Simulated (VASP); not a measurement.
# SnTe in VASP: how settings move the PBE single point

Aim: see what changed inputs do to the PBE single point of rocksalt SnTe, under -5.3 % equal strain in all directions.

Code: VASP 6.6.1. PAW datasets, plane waves. (Simulation; spin polarisation is off.)

## Step 1: The system as given

The cell comes from an earlier relaxation with r2SCAN in another program.

Space group Fm-3m (No. 225), cubic; a = 6.042 Å in the conventional setting, 27.57 Å³ an atom. Near Sn stand 6 Te at 3.02 Å; near Te stand 6 Sn at 3.02 Å.

The structure in full:

```
CELL_PARAMETERS angstrom
0.00000 3.02093 3.02093
3.02093 0.00000 3.02093
3.02093 3.02093 0.00000
ATOMIC_POSITIONS crystal
Sn 0.00000 0.00000 0.00000
Te 0.50000 0.50000 0.50000
```

## Step 2: The reference run

INCAR

```
ENCUT = 520.000000
SIGMA = 0.020000
EDIFF = 1.00e-07
GGA = PE
PREC = Accurate
IBRION = -1
ISIF = 2
ISMEAR = -1
NBANDS = 17
NELM = 120
NSW = 0
LASPH = .TRUE.
LCHARG = .FALSE.
LWAVE = .FALSE.
LREAL = .FALSE.
```

KPOINTS

```
KPOINTS created by Atomic Simulation Environment
0
Gamma
8 8 8
0 0 0
```

POSCAR

```
Sn Te
 1.0000000000000000
     0.0000000000000000    3.0209336986999999    3.0209336986999999
     3.0209336986999999    0.0000000000000000    3.0209336986999999
     3.0209336986999999    3.0209336986999999    0.0000000000000000
 Sn  Te
   1   1
Cartesian
  0.0000000000000000  0.0000000000000000  0.0000000000000000
  3.0209336987000008  3.0209336987000008  3.0209336987000008
```

A file KPOINTS_OPT adds named points for the levels; it doesn't enter the self-consistent loop.

Potentials: the recommended PBE PAW datasets, 20 valence electrons.

Command:

```console
$ mpirun -np 1 vasp_std
```

The closing lines of the self-consistent loop in OSZICAR:

```text
DAV:  12    -0.725970356988E+01    0.60480E-06   -0.10437E-06  1212   0.773E-03    0.224E-03
DAV:  13    -0.725970344473E+01    0.12515E-06   -0.22347E-07  1180   0.274E-03    0.539E-04
DAV:  14    -0.725970348102E+01   -0.36292E-07   -0.20649E-08   608   0.163E-03
   1 F= -.72597035E+01 E0= -.72596687E+01  d E =-.696467E-04
```

Wall time 27 s (1 MPI rank of Intel Xeon Platinum 8488C, shared host); peak memory 0.2 GiB.

Values of the reference: energy (σ→0) -7.2597 eV, pressure 10.68 GPa, gap on the mesh 0.21 eV.

## Step 3: Altered input 1

INCAR

```
SIGMA = 0.020000
GGA = PE
PREC = Accurate
IBRION = -1
ISIF = 2
ISMEAR = -1
NBANDS = 17
NSW = 0
LASPH = .TRUE.
LCHARG = .FALSE.
LWAVE = .FALSE.
LREAL = .FALSE.
EDIFF = 1e-09
ENCUT = 600
NELECT = 20.5
NELM = 99
```

KPOINTS is that of step 2.

POSCAR is that of step 2.

Command:

```console
$ mpirun -np 1 vasp_std
```

Standard output, without the iteration lines:

```text
POSCAR found type information on POSCAR SnTe
 POSCAR found :  2 types and       2 ions
 LDA part: xc-table for (Slater+PW92), standard interpolation
 POSCAR, INCAR and KPOINTS ok, starting setup
 FFT: planning ... GRIDC
 FFT: planning ... GRID_SOFT
 FFT: planning ... GRID
 WAVECAR not read
 entering main loop
 the old and the new charge density differ
    0.841E+00
```

OSZICAR:

```text
N       E                     dE             d eps       ncg     rms          rms(c)
DAV:   1     0.143770917166E+03    0.14377E+03   -0.10688E+04  1003   0.160E+03
DAV:   2     0.978615994991E+01   -0.13398E+03   -0.13047E+03  1058   0.373E+02
DAV:   3    -0.239702104032E+01   -0.12183E+02   -0.11991E+02  1239   0.959E+01
DAV:   4    -0.272384452171E+01   -0.32682E+00   -0.32651E+00  1138   0.158E+01
DAV:   5    -0.273567026813E+01   -0.11826E-01   -0.11825E-01  1409   0.304E+00    0.841E+00
DAV:   6    -0.272638698535E+01    0.92833E-02   -0.84696E-02  1151   0.128E+00    0.529E+00
DAV:   7    -0.272262923148E+01    0.37578E-02   -0.14428E-02  1242   0.917E-01    0.273E-01
DAV:   8    -0.272267781124E+01   -0.48580E-04   -0.65488E-04  1340   0.223E-01    0.176E-01
DAV:   9    -0.272282523560E+01   -0.14742E-03   -0.34093E-04  1194   0.128E-01    0.520E-02
DAV:  10    -0.272282200458E+01    0.32310E-05   -0.34969E-05  1312   0.565E-02    0.219E-02
DAV:  11    -0.272282412779E+01   -0.21232E-05   -0.88380E-06  1127   0.147E-02    0.900E-03
DAV:  12    -0.272282512304E+01   -0.99525E-06   -0.42997E-07  1263   0.613E-03    0.410E-03
DAV:  13    -0.272282537691E+01   -0.25386E-06   -0.72123E-08  1121   0.159E-03    0.395E-03
DAV:  14    -0.272282540921E+01   -0.32303E-07   -0.69958E-09  1169   0.494E-04    0.138E-03
DAV:  15    -0.272282539342E+01    0.15793E-07   -0.40303E-09  1148   0.307E-04    0.162E-04
DAV:  16    -0.272282540008E+01   -0.66680E-08   -0.32279E-10   616   0.115E-04    0.160E-04
DAV:  17    -0.272282540094E+01   -0.85538E-09   -0.33757E-11   603   0.424E-05
   1 F= -.27228254E+01 E0= -.27222216E+01  d E =-.120767E-02
```

From OUTCAR:

```text
k-points           NKPTS =     29   k-points in BZ     NKDIM =     29   number of bands    NBANDS=     17

   NELECT =      20.5000    total number of electrons

   dimension x,y,z NGX =    36 NGY =   36 NGZ =   36
   dimension x,y,z NGXF=    72 NGYF=   72 NGZF=   72

  energy-cutoff  :      600.00
  volume of cell :       55.14
      direct lattice vectors                 reciprocal lattice vectors
     0.000000000  3.020933699  3.020933699    -0.165511742  0.165511742  0.165511742
     3.020933699  0.000000000  3.020933699     0.165511742 -0.165511742  0.165511742
     3.020933699  3.020933699  0.000000000     0.165511742  0.165511742 -0.165511742

 k-points in reciprocal lattice and weights: KPOINTS created by Atomic Simulation Env
   0.00000000  0.00000000  0.00000000       0.002
   0.12500000  0.00000000  0.00000000       0.016
   0.25000000  0.00000000  0.00000000       0.016
   0.37500000  0.00000000  0.00000000       0.016
   0.50000000  0.00000000  0.00000000       0.008
   0.12500000  0.12500000  0.00000000       0.012
   0.25000000  0.12500000  0.00000000       0.047
   0.37500000  0.12500000  0.00000000       0.047
[... 21 more k-points ...]

 E-fermi :   9.2335

 k-point     1 :       0.0000    0.0000    0.0000
  band No.  band energies     occupation
      1     -13.1314      2.00000
      2     -13.1314      2.00000
      3     -13.1178      2.00000
      4     -13.1178      2.00000
      5     -13.1178      2.00000
      6      -5.3102      2.00000
      7       4.5181      2.00000
      8       6.0242      2.00000
      9       6.0242      2.00000
     10       6.0242      2.00000
     11      12.1906      0.00000
     12      12.1906      0.00000
     13      12.1906      0.00000
     14      12.9586      0.00000
     15      12.9586      0.00000
     16      12.9586      0.00000
     17      14.7883      0.00000

 k-point     2 :       0.1250    0.0000    0.0000
  band No.  band energies     occupation
      1     -13.1327      2.00000
      2     -13.1327      2.00000
      3     -13.1175      2.00000
      4     -13.1162      2.00000
      5     -13.1162      2.00000
      6      -5.1530      2.00000
      7       3.3266      2.00000
      8       6.0442      2.00000
      9       6.0442      2.00000
     10       6.9291      2.00000
     11      11.3466      0.00000
     12      11.3466      0.00000
     13      11.4094      0.00000
     14      12.9072      0.00000
     15      13.3278      0.00000
     16      13.3278      0.00000
     17      16.0706      0.00000

[... the tables of k-points 3 to 29 left out ...]

  Total       10.3000833     10.3000833     10.3000833     -0.0000000      0.0000000     -0.0000000
  in kB      299.2938142    299.2938142    299.2938142     -0.0000000      0.0000000     -0.0000000
  external PRESSURE =     299.2938142 kB  Pullay stress =       0.0000000 kB

 POSITION                                       TOTAL-FORCE (eV/Angst)
 -----------------------------------------------------------------------------------
      0.00000      0.00000      0.00000         0.000000     -0.000000      0.000000
      3.02093      3.02093      3.02093        -0.000000      0.000000     -0.000000
 -----------------------------------------------------------------------------------
    total drift:                               -0.000000      0.000000      0.000000

  FREE ENERGIE OF THE ION-ELECTRON SYSTEM (eV)
  ---------------------------------------------------
  free  energy   TOTEN  =        -2.7228254009 eV

  energy  without entropy=       -2.7216177278  energy(sigma->0) =       -2.72222156
```

It took 41 s on 1 MPI rank of Intel Xeon Platinum 8488C, shared host; peak memory 0.22 GiB.

Changed: EDIFF = 1e-09, ENCUT = 600, NELECT = 20.5, NELM = 99. VASP runs to the end. Its total energy is on another scale than the reference's; the pressure goes from 10.7 to 29.9 GPa. The pressure of a charged cell depends on the background and is no physical response. The cell is charged, with a uniform background to balance it.

## Step 4: Altered input 2

Edit INCAR of step 2 so:

```diff
@@ -15 +15,2 @@
 LREAL = .FALSE.
+AMIX = 0.8
```

KPOINTS is that of step 2.

POSCAR is that of step 2.

Command:

```console
$ mpirun -np 1 vasp_std
```

Standard output, without the iteration lines:

```text
POSCAR found type information on POSCAR SnTe
 POSCAR found :  2 types and       2 ions
 LDA part: xc-table for (Slater+PW92), standard interpolation
 POSCAR, INCAR and KPOINTS ok, starting setup
 FFT: planning ... GRIDC
 FFT: planning ... GRID_SOFT
 FFT: planning ... GRID
 WAVECAR not read
 entering main loop
```

OSZICAR:

```text
N       E                     dE             d eps       ncg     rms          rms(c)
DAV:   1     0.129581933584E+03    0.12958E+03   -0.96263E+03   995   0.144E+03
DAV:   2     0.462977979642E+01   -0.12495E+03   -0.12114E+03  1042   0.348E+02
DAV:   3    -0.696987184766E+01   -0.11600E+02   -0.11506E+02  1301   0.908E+01
DAV:   4    -0.727494638270E+01   -0.30507E+00   -0.30489E+00  1149   0.152E+01
DAV:   5    -0.728714238707E+01   -0.12196E-01   -0.12196E-01  1438   0.301E+00    0.658E+00
DAV:   6    -0.726193281612E+01    0.25210E-01   -0.20350E-01  1350   0.354E+00    0.355E+00
DAV:   7    -0.726213585569E+01   -0.20304E-03   -0.53916E-02  1398   0.222E+00    0.884E-01
DAV:   8    -0.725961970299E+01    0.25162E-02   -0.78979E-03  1424   0.753E-01    0.129E-01
DAV:   9    -0.725972036981E+01   -0.10067E-03   -0.10453E-03  1129   0.174E-01    0.134E-01
DAV:  10    -0.725971042658E+01    0.99432E-05   -0.30779E-05  1184   0.373E-02    0.114E-01
DAV:  11    -0.725970632711E+01    0.40995E-05   -0.92827E-06  1307   0.320E-02    0.345E-02
DAV:  12    -0.725970395183E+01    0.23753E-05   -0.97214E-06  1365   0.176E-02    0.143E-02
DAV:  13    -0.725970380509E+01    0.14673E-06   -0.87088E-07  1123   0.588E-03    0.608E-03
DAV:  14    -0.725970362923E+01    0.17586E-06   -0.90824E-09   611   0.104E-03    0.346E-03
DAV:  15    -0.725970350068E+01    0.12856E-06   -0.11938E-08   568   0.120E-03    0.103E-04
DAV:  16    -0.725970351518E+01   -0.14503E-07   -0.20095E-09   549   0.392E-04
   1 F= -.72597035E+01 E0= -.72596687E+01  d E =-.696405E-04
```

From OUTCAR:

```text
k-points           NKPTS =     29   k-points in BZ     NKDIM =     29   number of bands    NBANDS=     17

   NELECT =      20.0000    total number of electrons

   dimension x,y,z NGX =    32 NGY =   32 NGZ =   32
   dimension x,y,z NGXF=    64 NGYF=   64 NGZF=   64

  energy-cutoff  :      520.00
  volume of cell :       55.14
      direct lattice vectors                 reciprocal lattice vectors
     0.000000000  3.020933699  3.020933699    -0.165511742  0.165511742  0.165511742
     3.020933699  0.000000000  3.020933699     0.165511742 -0.165511742  0.165511742
     3.020933699  3.020933699  0.000000000     0.165511742  0.165511742 -0.165511742

 k-points in reciprocal lattice and weights: KPOINTS created by Atomic Simulation Env
   0.00000000  0.00000000  0.00000000       0.002
   0.12500000  0.00000000  0.00000000       0.016
   0.25000000  0.00000000  0.00000000       0.016
   0.37500000  0.00000000  0.00000000       0.016
   0.50000000  0.00000000  0.00000000       0.008
   0.12500000  0.12500000  0.00000000       0.012
   0.25000000  0.12500000  0.00000000       0.047
   0.37500000  0.12500000  0.00000000       0.047
[... 21 more k-points ...]

 E-fermi :   8.6922

 k-point     1 :       0.0000    0.0000    0.0000
  band No.  band energies     occupation
      1     -13.3611      2.00000
      2     -13.3611      2.00000
      3     -13.3464      2.00000
      4     -13.3464      2.00000
      5     -13.3464      2.00000
      6      -5.1770      2.00000
      7       4.5314      2.00000
      8       6.1414      2.00000
      9       6.1414      2.00000
     10       6.1414      2.00000
     11      12.2564      0.00000
     12      12.2564      0.00000
     13      12.2564      0.00000
     14      13.1482      0.00000
     15      13.1482      0.00000
     16      13.1482      0.00000
     17      15.0787      0.00000

 k-point     2 :       0.1250    0.0000    0.0000
  band No.  band energies     occupation
      1     -13.3623      2.00000
      2     -13.3623      2.00000
      3     -13.3461      2.00000
      4     -13.3450      2.00000
      5     -13.3450      2.00000
      6      -5.0190      2.00000
      7       3.3748      2.00000
      8       6.1645      2.00000
      9       6.1645      2.00000
     10       7.0145      2.00000
     11      11.4238      0.00000
     12      11.4238      0.00000
     13      11.5146      0.00000
     14      13.1015      0.00000
     15      13.5107      0.00000
     16      13.5107      0.00000
     17      16.3263      0.00000

[... the tables of k-points 3 to 29 left out ...]

  Total        3.6766165      3.6766165      3.6766165     -0.0000000      0.0000000     -0.0000000
  in kB      106.8329790    106.8329790    106.8329790     -0.0000000      0.0000000     -0.0000000
  external PRESSURE =     106.8329790 kB  Pullay stress =       0.0000000 kB

 POSITION                                       TOTAL-FORCE (eV/Angst)
 -----------------------------------------------------------------------------------
      0.00000      0.00000      0.00000         0.000000      0.000000      0.000000
      3.02093      3.02093      3.02093         0.000000      0.000000     -0.000000
 -----------------------------------------------------------------------------------
    total drift:                                0.000000     -0.000000     -0.000000

  FREE ENERGIE OF THE ION-ELECTRON SYSTEM (eV)
  ---------------------------------------------------
  free  energy   TOTEN  =        -7.2597035152 eV

  energy  without entropy=       -7.2596338747  energy(sigma->0) =       -7.25966869
```

It took 27 s on 1 MPI rank of Intel Xeon Platinum 8488C, shared host; peak memory 0.19 GiB.

Changed: AMIX = 0.8. VASP runs to the end. Against the reference the energy moves by less than 0.1 meV/atom. The route differs and the result agrees.

## Step 5: Altered input 3

Edit INCAR of step 2 so:

```diff
@@ -4,3 +4,2 @@
 GGA = PE
-PREC = Accurate
 IBRION = -1
@@ -15 +14,2 @@
 LREAL = .FALSE.
+PREC = Single
```

KPOINTS is that of step 2.

POSCAR is that of step 2.

Command:

```console
$ mpirun -np 1 vasp_std
```

Standard output, without the iteration lines:

```text
POSCAR found type information on POSCAR SnTe
 POSCAR found :  2 types and       2 ions
 LDA part: xc-table for (Slater+PW92), standard interpolation
 POSCAR, INCAR and KPOINTS ok, starting setup
 FFT: planning ... GRIDC
 FFT: planning ... GRID_SOFT
 FFT: planning ... GRID
 WAVECAR not read
 entering main loop
```

OSZICAR:

```text
N       E                     dE             d eps       ncg     rms          rms(c)
DAV:   1     0.129582089357E+03    0.12958E+03   -0.96263E+03   995   0.144E+03
DAV:   2     0.462975458623E+01   -0.12495E+03   -0.12114E+03  1042   0.348E+02
DAV:   3    -0.696995788353E+01   -0.11600E+02   -0.11507E+02  1301   0.908E+01
DAV:   4    -0.727503575199E+01   -0.30508E+00   -0.30489E+00  1149   0.152E+01
DAV:   5    -0.728723190724E+01   -0.12196E-01   -0.12196E-01  1438   0.301E+00    0.658E+00
DAV:   6    -0.725995390138E+01    0.27278E-01   -0.56072E-02  1383   0.179E+00    0.407E+00
DAV:   7    -0.726059141928E+01   -0.63752E-03   -0.37590E-02  1259   0.109E+00    0.407E-01
DAV:   8    -0.725982919192E+01    0.76223E-03   -0.63404E-03  1265   0.655E-01    0.201E-01
DAV:   9    -0.725995426442E+01   -0.12507E-03   -0.41512E-04  1271   0.202E-01    0.974E-02
DAV:  10    -0.725994759400E+01    0.66704E-05   -0.40139E-05  1337   0.749E-02    0.349E-02
DAV:  11    -0.725994895950E+01   -0.13655E-05   -0.82162E-06  1158   0.244E-02    0.160E-02
DAV:  12    -0.725994835704E+01    0.60246E-06   -0.10626E-06  1204   0.773E-03    0.225E-03
DAV:  13    -0.725994823262E+01    0.12442E-06   -0.22523E-07  1172   0.273E-03    0.525E-04
DAV:  14    -0.725994826650E+01   -0.33882E-07   -0.20759E-08   608   0.163E-03
   1 F= -.72599483E+01 E0= -.72599135E+01  d E =-.695867E-04
```

From OUTCAR:

```text
k-points           NKPTS =     29   k-points in BZ     NKDIM =     29   number of bands    NBANDS=     17

   NELECT =      20.0000    total number of electrons

   dimension x,y,z NGX =    32 NGY =   32 NGZ =   32
   dimension x,y,z NGXF=    32 NGYF=   32 NGZF=   32

  energy-cutoff  :      520.00
  volume of cell :       55.14
      direct lattice vectors                 reciprocal lattice vectors
     0.000000000  3.020933699  3.020933699    -0.165511742  0.165511742  0.165511742
     3.020933699  0.000000000  3.020933699     0.165511742 -0.165511742  0.165511742
     3.020933699  3.020933699  0.000000000     0.165511742  0.165511742 -0.165511742

 k-points in reciprocal lattice and weights: KPOINTS created by Atomic Simulation Env
   0.00000000  0.00000000  0.00000000       0.002
   0.12500000  0.00000000  0.00000000       0.016
   0.25000000  0.00000000  0.00000000       0.016
   0.37500000  0.00000000  0.00000000       0.016
   0.50000000  0.00000000  0.00000000       0.008
   0.12500000  0.12500000  0.00000000       0.012
   0.25000000  0.12500000  0.00000000       0.047
   0.37500000  0.12500000  0.00000000       0.047
[... 21 more k-points ...]

 E-fermi :   8.6923

 k-point     1 :       0.0000    0.0000    0.0000
  band No.  band energies     occupation
      1     -13.3611      2.00000
      2     -13.3611      2.00000
      3     -13.3465      2.00000
      4     -13.3465      2.00000
      5     -13.3465      2.00000
      6      -5.1770      2.00000
      7       4.5315      2.00000
      8       6.1414      2.00000
      9       6.1414      2.00000
     10       6.1415      2.00000
     11      12.2565      0.00000
     12      12.2565      0.00000
     13      12.2565      0.00000
     14      13.1483      0.00000
     15      13.1483      0.00000
     16      13.1483      0.00000
     17      15.0788      0.00000

 k-point     2 :       0.1250    0.0000    0.0000
  band No.  band energies     occupation
      1     -13.3624      2.00000
      2     -13.3623      2.00000
      3     -13.3462      2.00000
      4     -13.3450      2.00000
      5     -13.3450      2.00000
      6      -5.0189      2.00000
      7       3.3749      2.00000
      8       6.1645      2.00000
      9       6.1645      2.00000
     10       7.0145      2.00000
     11      11.4239      0.00000
     12      11.4240      0.00000
     13      11.5147      0.00000
     14      13.1016      0.00000
     15      13.5108      0.00000
     16      13.5108      0.00000
     17      16.3264      0.00000

[... the tables of k-points 3 to 29 left out ...]

  Total        3.6735001      3.6735001      3.6735001      0.0000000     -0.0000000     -0.0000000
  in kB      106.7424234    106.7424234    106.7424234      0.0000000     -0.0000000     -0.0000000
  external PRESSURE =     106.7424234 kB  Pullay stress =       0.0000000 kB

 POSITION                                       TOTAL-FORCE (eV/Angst)
 -----------------------------------------------------------------------------------
      0.00000      0.00000      0.00000        -0.000000     -0.000000     -0.000000
      3.02093      3.02093      3.02093         0.000000      0.000000      0.000000
 -----------------------------------------------------------------------------------
    total drift:                                0.000000     -0.000000     -0.000000

  FREE ENERGIE OF THE ION-ELECTRON SYSTEM (eV)
  ---------------------------------------------------
  free  energy   TOTEN  =        -7.2599482665 eV

  energy  without entropy=       -7.2598786798  energy(sigma->0) =       -7.25991347
```

It took 25 s on 1 MPI rank of Intel Xeon Platinum 8488C, shared host; peak memory 0.14 GiB.

Changed: PREC = Single. The run ends normally. Against the reference the energy moves by -0.1 meV/atom.

## Step 6: Side by side

| run | changed | ending | energy change (meV/atom) | pressure (GPa) | gap on the mesh (eV; negative: overlap) | electronic steps | time | usable |
| --- | --- | --- | --- | --- | --- | --- | --- | --- |
| ref. | – | converged | 0 | 10.7 | 0.21 | 14 | 27 s | yes |
| 1 | EDIFF = 1e-09, ENCUT = 600, NELECT = 20.5, NELM = 99 | converged | – | 29.9 | – | 17 | 41 s | no |
| 2 | AMIX = 0.8 | converged | 0.0 | 10.7 | 0.21 | 16 | 27 s | yes |
| 3 | PREC = Single | converged | -0.1 | 10.7 | 0.21 | 14 | 25 s | yes |

What this shows: Of 3 altered inputs, 1 ended normally on a faulty or unsound input, 2 gave usable results. Among the usable ones with comparable energies, «PREC = Single» moves the energy most, by -0.1 meV/atom.
